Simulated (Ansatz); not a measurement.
## Bands of PbO$_{2}$

```xyz
3
Lattice="0.0000 2.7020 2.7020 2.7020 0.0000 2.7020 2.7020 2.7020 0.0000" Properties=species:S:1:pos:R:3 pbc="T T T"
Pb    0.0000    0.0000    0.0000
O     1.3510    1.3510    1.3510
O     4.0530    4.0530    4.0530
```

Atoms are numbered in the order listed.

The cell is the one relaxed in the Materials Project (mp-20158), not relaxed further here; entries there can be hypothetical.

Spin–orbit coupling is left out, though it moves levels of the heavy atoms by tenths of an eV or more.

Level of theory: Ansatz 0.2.0, DFT, PBE, all-electron LAPW, scalar-relativistic.

Sampling and basis: a Γ-centred 12×12×12 k mesh, Fermi–Dirac smearing of 0.05 eV, basis error target 1 meV/atom, no spin polarisation.

Points in fractions of the reciprocal vectors of this cell: Γ (0, 0, 0), X (0.5, 0, 0.5), U (0.625, 0.25, 0.625), K (0.375, 0.375, 0.75), L (0.5, 0.5, 0.5), W (0.5, 0.25, 0.75). The path joins them by straight lines in the order Γ–X–U–K–Γ–L–W–X; legs that retrace an earlier one aren't tabulated. Energies are in eV from the Fermi level.

Question: Metal or insulator at this level of theory?

Answer: No gap opens: metallic or semimetallic.

Question: Tabulate bands 27 to 34, counted from the lowest band of the run, along the path.

Answer: 
```csv
k (1/Å),point,band 27,band 28,band 29,band 30,band 31,band 32,band 33,band 34
0.00,Γ,-1.99,-1.99,-1.99,-1.22,-1.22,-1.22,6.98,6.98
0.29,,-2.54,-2.54,-1.77,-0.96,-0.96,-0.14,6.25,7.58
0.58,,-3.46,-3.46,-1.20,-0.59,-0.59,1.00,5.50,8.96
0.87,,-4.20,-4.20,-0.56,-0.28,-0.28,1.55,5.67,10.27
1.16,X,-4.48,-4.48,-0.26,-0.16,-0.16,1.66,6.17,9.43
1.27,,-4.46,-4.45,-0.31,-0.21,-0.19,1.70,6.28,9.41
1.37,,-4.41,-4.36,-0.54,-0.26,-0.23,1.82,6.59,9.34
1.47,,-4.33,-4.22,-0.90,-0.37,-0.24,1.98,7.02,9.20
1.57,U,-4.22,-4.03,-1.31,-0.51,-0.25,2.13,7.53,8.93
1.75,,-4.46,-3.44,-1.82,-0.51,-0.22,2.21,7.85,8.76
1.93,,-4.58,-2.66,-2.59,-0.49,-0.19,2.26,8.08,8.61
2.11,,-4.46,-3.44,-1.82,-0.51,-0.22,2.21,7.85,8.76
2.29,K,-4.22,-4.03,-1.31,-0.51,-0.25,2.13,7.53,8.93
2.59,,-3.70,-3.23,-2.42,-1.04,-0.36,2.24,7.65,8.80
2.90,,-3.00,-2.82,-2.28,-1.54,-0.59,1.59,6.60,8.36
3.21,,-2.44,-2.33,-1.87,-1.52,-0.93,0.19,6.52,7.34
3.52,Γ,-1.99,-1.99,-1.99,-1.22,-1.22,-1.22,6.98,6.98
3.77,,-2.24,-2.12,-2.12,-1.25,-1.25,-0.06,6.68,7.29
4.02,,-2.68,-2.41,-2.41,-1.32,-1.32,1.31,6.57,8.11
4.27,,-3.12,-2.67,-2.67,-1.40,-1.40,2.23,6.90,9.04
4.53,L,-3.30,-2.78,-2.78,-1.43,-1.43,2.56,7.12,9.48
4.73,,-3.48,-2.90,-2.71,-1.20,-1.16,2.50,7.25,9.30
4.94,,-4.07,-2.82,-2.62,-0.75,-0.67,2.36,7.61,8.92
5.14,,-4.58,-2.66,-2.59,-0.49,-0.19,2.26,8.08,8.61
5.35,W,-4.78,-2.58,-2.58,-0.41,-0.01,2.22,8.50,8.50
5.49,,-4.74,-3.33,-1.76,-0.40,-0.03,2.14,7.68,9.22
5.64,,-4.63,-3.94,-0.99,-0.36,-0.07,1.94,6.94,9.31
5.78,,-4.52,-4.34,-0.39,-0.30,-0.12,1.74,6.39,9.39
5.93,X,-4.48,-4.48,-0.26,-0.16,-0.16,1.66,6.17,9.43
```
